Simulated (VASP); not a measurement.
LiH:

```
CELL_PARAMETERS angstrom
0.00000 2.03675 2.03675
2.03675 0.00000 2.03675
2.03675 2.03675 0.00000
ATOMIC_POSITIONS crystal
Li 0.00000 0.00000 0.00000
H 0.50000 0.50000 0.50000
```

Base run:

| Property | Result |
| --- | --- |
| Program | VASP 6.6.1 |
| Functional | HSE03 |
| Potentials or basis | VASP PAW PBE potentials, release 64 (Li_sv, H) |
| Cutoff | 520 eV |
| k mesh | 8 × 8 × 8 |
| Occupations | gaussian, width 0.02 eV |
| Spin | no spin polarisation |

Its results: band gap on the k mesh 3.80 eV, direct.

Question: The run is repeated on the same cell with these changes: functional from HSE03 to HSE06. What comes out?

Answer: Band gap on the k mesh 4.01 eV, direct.

Not every run made on this cell is shown here.
